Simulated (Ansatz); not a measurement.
# W3C: the cost of one run

Method: DFT PBE, scalar-relativistic, plane waves, PAW, in Ansatz 0.2.0.

1 further run of the same task is left out (it didn't finish). Runs told in other sessions of the task aren't counted.

## (1) The system as given

It takes space group P6/mmm (No. 191, hexagonal). The conventional cell has a = 4.106 Å, b = 4.106 Å, c = 4.385 Å, α = 90.00°, β = 90.00°, γ = 120.00°. Around W (site symmetry 6/mmm) lie 2 C at 2.19 Å. W (site symmetry -6m2) has 3 W at 2.37 Å and 3 C at 2.37 Å in its first shell of neighbours. Around C (site symmetry 6/mmm) lie 8 W at 2.19 to 2.37 Å.

Coordinates:

```cif
data_structure
_symmetry_space_group_name_H-M 'P6/mmm'
_symmetry_Int_Tables_number 191
_cell_length_a 4.1061
_cell_length_b 4.1061
_cell_length_c 4.3847
_cell_angle_alpha 90.000
_cell_angle_beta 90.000
_cell_angle_gamma 120.000
_cell_volume 64.02
loop_
_atom_site_label
_atom_site_type_symbol
_atom_site_symmetry_multiplicity
_atom_site_Wyckoff_symbol
_atom_site_fract_x
_atom_site_fract_y
_atom_site_fract_z
_atom_site_occupancy
W1 W 1 b 0.00000 0.00000 0.50000 1
W2 W 2 c 0.33333 0.66667 0.00000 1
C1 C 1 a 0.00000 0.00000 0.00000 1
```

Recipe of the guess: species swapped into a database cell of Li3N (P6/mmm, No. 191), with W on the Li sites and C on the N sites. Its size is a rough estimate.

## (2) A first look at the guess

File input.yaml:

```yaml
crystal:
  lattice:
    - [4.1061199, 0.0, 0.0]
    - [-2.05305995, 3.55600414, 0.0]
    - [0.0, 0.0, 4.38471014]
  atoms:
    - { symbol: W, position: [0.0, 0.0, 0.5] }
    - { symbol: W, position: [0.33333333, 0.66666667, 0.0] }
    - { symbol: W, position: [0.66666667, 0.33333333, 0.0] }
    - { symbol: C, position: [0.0, 0.0, 0.0] }
basis:
  ecutwfc: 420
kpoints:
  mp_grid: { grid: [6, 6, 4] }
hamiltonian:
  xc: pbe
scf:
  occupations: { method: gaussian, width: 0.1 }
  lower_state_search: "off"
output:
  forces: true
  stress: true
  eigenvalues: true
```

The run is started by

```sh
$ ansatz run input.yaml --threads 1 --pin off --max-ram 2560MiB --backend cpu --events-out ev --progress --plain --runs-dir out
```

**Question.** How long does this run take on 1 thread of Intel Xeon at 2.50GHz (Skylake/Cascade Lake), shared host, and how much memory does it need?

About 3.9 s, with a peak of 0.35 GiB.
